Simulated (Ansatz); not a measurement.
Structure types of Yb compared at 46 GPa

Structure types of Yb are relaxed in primitive cells with their symmetry kept at 46 GPa, on PAW files; LAPW relaxes the small cells further and takes the PAW cell for the others (marked *). The enthalpy is E + pV at zero temperature, without zero-point motion. Only the types listed were tried, and differences under about 5 meV/atom are mesh noise. The real phase may be another.

Computed with Ansatz 0.2.0; functional PBE, scalar-relativistic. Settings: Fermi–Dirac smearing of 0.08 eV, no spin polarisation. Methods: LAPW: all electrons, basis error target 0.5 meV/atom; PAW: frozen-core files, cutoff 420 eV.

k meshes: fcc 16×16×16, bcc 16×16×16, hcp 15×15×8, dhcp 12×12×4.

Spin–orbit coupling is left out, which matters for the heavy atoms.

Task: Which type is lowest in enthalpy, and by how much?

Result: hcp, 9 meV/atom below fcc. The whole table:

```tsv
start type	ends as	a, b, c (Å)	V (Å³/atom)	H − H(lowest), LAPW (meV/atom)	same, PAW
fcc	fcc, Fm-3m	4.125, 4.125, 4.125	17.55	8.8	8.7
bcc	bcc, Im-3m	3.294, 3.294, 3.294	17.88	16.5	16.5
hcp	hcp, P6_3/mmc	2.943, 2.943, 4.696	17.62	0.0	0.0
dhcp*	dhcp, P6_3/mmc	2.920, 2.920, 9.517	17.57	11.8	11.7
```

Task: Split the lead of hcp over fcc into energy and pV.

Result: For fcc less hcp: ΔE = +27.3 meV/atom, and p·ΔV = 46 GPa × -0.0644 Å³ × 6.242 meV/(GPa·Å³) = -18.5 meV/atom, together 8.8 meV/atom. hcp wins by its internal energy, though it is the less dense.

Task: Would fcc gain on hcp at higher pressure?

Result: Yes: dH/dp = V, and its volume is smaller by 0.06 Å³/atom. Held constant, that would close the gap after about 22 GPa more, a rough figure, since the volume difference changes with pressure.
